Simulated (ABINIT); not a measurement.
The system is GaN.

```xyz
2
Lattice="0.0000 2.2535 2.2535 2.2535 0.0000 2.2535 2.2535 2.2535 0.0000" Properties=species:S:1:pos:R:3 pbc="T T T"
Ga    0.0000    0.0000    0.0000
N     1.1268    1.1268    1.1268
```

The cell is a database's computed one.

Base run:

- Program: ABINIT 10.8.3 (patched build)
- Functional: HLE16
- Potentials or basis: JTH PAW PBE v2.0
- Cutoff: 680 eV
- k mesh: 10 × 10 × 10
- Occupations: fermi-dirac, width 0.05 eV
- Spin: no spin polarisation

Its results: band gap on the k mesh 2.45 eV, direct.

**Question.** After a change of settings the same cell gave: band gap on the k mesh 1.72 eV, direct. Which change was it?
A. functional from HLE16 to PW91
B. functional from HLE16 to HCTH407; potentials or basis from JTH PAW PBE v2.0 to PseudoDojo NC SR PBE v0.4.1 standard; cutoff from 680 eV to 1143 eV
C. functional from HLE16 to OLYP; potentials or basis from JTH PAW PBE v2.0 to PseudoDojo NC SR PBE v0.4.1 standard; cutoff from 680 eV to 1143 eV

**Answer.** A.

Caveats: the potentials were made for a functional far from this one (some runs).

Runs at the PBE level aren't shown here.
